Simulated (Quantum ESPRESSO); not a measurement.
Runs of Quantum ESPRESSO 7.5 on BN. It takes space group P6_3/mmc (No. 194, hexagonal). Conventional cell: a = 2.498 Å, b = 2.498 Å, c = 6.636 Å, α = 90.00°, β = 90.00°, γ = 120.00°. N (site symmetry -6m2) has 3 B at 1.44 Å as nearest neighbours. B (site symmetry -6m2) is surrounded by 3 N at 1.44 Å. 

| level | potentials or basis | form of the LDA correlation | pressure (GPa) |
| --- | --- | --- | --- |
| WC | GBRV 1.5 PBE | - | (b) |
| LDA | GBRV 1.5 LDA | PZ81 | -2.1 |
| PBEsol | GBRV 1.5 PBEsol | - | 2.5 |
| BLYP | GBRV 1.5 PBE | - | 8.8 |
| AM05 | GBRV 1.5 PBE | - | (a) |

Alike in all rows: task dielectric tensor; no spin polarisation; cell as given; k mesh 8 × 8 × 2, shifted; cutoff (eV) 612; smearing fermi-dirac 0.05 eV; the mesh is coarse, so values aren't converged.

**Question.** Estimate the missing entries.

**Answer.** (a) 2.8; (b) 2.2.

Caveats: all runs use coarse meshes; this functional lacks dispersion, which binds the layers, so the pressure and a relaxed spacing across them are unreliable (some runs); the potentials were made for another functional, which shifts forces and pressure (some runs); the cell is more than 3 GPa from zero pressure, which shifts response properties (some runs).

Runs at the PBE level aren't shown here.
